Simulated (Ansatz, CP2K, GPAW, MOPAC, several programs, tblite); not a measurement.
**What cheap methods get right for WS2**

Aim: run WS2 through methods of unlike cost and see what each gets, and at what price.

Program: tblite, CP2K, GPAW, Ansatz (versions at each run). Level of theory: no spin polarisation, static lattice; gaps from single points on the cell relaxed beforehand with r²SCAN+rVV10. These are calculated values, not measurements.

## 1. The system as given

It takes space group R3m (No. 160, trigonal). Conventional cell: a = 3.172 Å, b = 3.172 Å, c = 18.712 Å, α = 90.00°, β = 90.00°, γ = 120.00°. Around W (site symmetry 3m) lie 6 S at 2.41 Å. S (site symmetry 3m) has 3 W at 2.41 Å as nearest neighbours.

As a file:

```xyz
3
Lattice="1.5859 0.9156 6.2375 -1.5859 0.9156 6.2375 0.0000 -1.8312 6.2375" Properties=species:S:1:pos:R:3 pbc="T T T"
W     0.0000    0.0000   -0.0002
S     0.0000    0.0000    7.7993
S     0.0000    0.0000    4.6759
```

The structure type (3R (MoS2) bulk) is imposed and need not be the compound's stable one.

**Question.** The methods are GFN1-xTB (tblite), GFN2-xTB (tblite), PBE/DZVP, PBE/single-zeta, PBE/SZV, coarse PBE, GLLB-SC, PBE, r2SCAN. What gap does r2SCAN give on this cell, and which other methods (full PBE left aside) come nearest to r2SCAN and farthest in gap?

| quantity | value |
| --- | --- |
| r2SCAN | gap 1.18 eV |
| gap: nearest and farthest of the other methods | PBE/DZVP (-0.07 eV), GFN1-xTB (tblite) (+1.18 eV) |

For the gap, of the 7 methods compared (full PBE left aside), PBE/DZVP comes nearest to r2SCAN and GFN1-xTB (tblite) is farthest. A minimal basis or a coarse cutoff and mesh shifts results by its own error, so closeness to r2SCAN can be chance. Cluster runs see only the k-points that fold onto the zone centre, so their gaps can miss the band edges. GLLB-SC is compared with its derivative discontinuity added. No r2SCAN modulus is at hand, so moduli aren't ranked. CPU times run from 1.2 s (coarse PBE) to 87 s (GLLB-SC). On this cell PBE/DZVP, GLLB-SC cost more than r2SCAN itself (22 s), so they are no saving here. r2SCAN is a yardstick, not the truth: it usually gives gaps below the measured ones. Spin-orbit coupling is left out throughout.
